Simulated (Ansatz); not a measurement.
**RbBr: the cell at several levels of theory**

One table from this session's results is given with a row withheld; the runs are named, their logs left out.

The COD entry's cell or inner coordinates are ideal or old and differ from later refinements, so a difference from it is no clean test against experiment.

The runs shown are made with Ansatz 0.2.0. PAW datasets, plane waves, zero pressure. Computed at 0 K without zero-point motion; spin polarisation is off.

## The cell

It is cubic, Fm-3m (No. 225); conventional cell a = 6.854 Å, 40.25 Å³ an atom. Near Rb stand 6 Br at 3.43 Å; near Br stand 6 Rb at 3.43 Å.

Structure file:

Space group Fm-3m (No. 225). a = 6.854 Å, b = 6.854 Å, c = 6.854 Å, α = 90.00°, β = 90.00°, γ = 90.00°
```csv
atom,site,symmetry,x,y,z
Rb,4a,m-3m,0.0000,0.0000,0.0000
Br,4b,m-3m,0.5000,0.0000,0.0000
```

The first run:

Contents of input.yaml:

```yaml
crystal:
  lattice:
    - [0.0, 3.427, 3.427]
    - [3.427, 0.0, 3.427]
    - [3.427, 3.427, 0.0]
  atoms:
    - { symbol: Rb, position: [0.0, 0.0, 0.0] }
    - { symbol: Br, position: [0.5, 0.5, 0.5] }
kpoints:
  mp_grid: { grid: [6, 6, 6] }
hamiltonian:
  xc: pbe
scf:
  occupations: { method: fermi_dirac, width: 0.02 }
relax:
  f_tol: 0.005
  cell: {}
```

Run with:

```
ansatz run input.yaml --threads 2 --pin off --max-ram 2211MiB --backend cpu --events-out ev --progress --plain --runs-dir out
```

Steps of the session up to this table: Relaxing with PBE; r2SCAN: cell and atoms; PBEsol: cell and atoms; Relaxing with LDA; Relaxation with HSE06.

One of the session's tables, all rows but one given; the rest of the session is left out.

```
 level  a (Å)  volume (Å³/atom)
   PBE  7.017            43.195
r2SCAN  6.922            41.452
PBEsol      ?                 ?
   LDA  6.669            37.079
 HSE06  6.974            42.400
```

Q: Estimate the row for PBEsol from the others.

The run gave: a (Å): 6.846; volume (Å³/atom): 40.111. In the column «a (Å)» it lies between LDA (6.669) and r2SCAN (6.922).

In words: From the start to the first minimum the volume moved by +7.3 %. LDA gives the smallest cell and PBE the largest; they differ by 16.5 % in volume, a mean of 5.2 % in length. The meshes differ: PBE 6×6×6, r2SCAN 6×6×6, PBEsol 6×6×6, LDA 6×6×6, HSE06 4×4×4.
